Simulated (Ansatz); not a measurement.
# Relativity in I

```
I
1.0
    -2.07741    2.07741    2.07741
     2.07741   -2.07741    2.07741
     2.07741    2.07741   -2.07741
I
1
Direct
  0.00000 0.00000 0.00000
```

The structure comes from a relaxation in the same program, started in the bcc type, and has space group Im-3m. Whether it is a known phase or the ground state wasn't checked.

One fixed cell is solved with PBE by all-electron LAPW in Ansatz 0.2.0 under different relativistic treatments. Pressure is positive in compression.

Settings: a Γ-centred 14×14×14 k mesh, Fermi–Dirac smearing of 0.03 eV, basis error target 0.25 meV/atom, no spin polarisation.

Task: Order the settings by the pressure that they give at this fixed cell, lowest first.
A. non-relativistic
B. with spin–orbit coupling
C. scalar-relativistic

Result: C (0.01 GPa), A (0.59 GPa), B (0.76 GPa).

```csv
setting,P (GPa),"lowest level at Γ above −25 eV, from the valence-band top or, without a gap, the Fermi level (eV)"
scalar-relativistic,0.01,-13.42
non-relativistic,0.59,-12.33
with spin–orbit coupling,0.76,-13.45
```
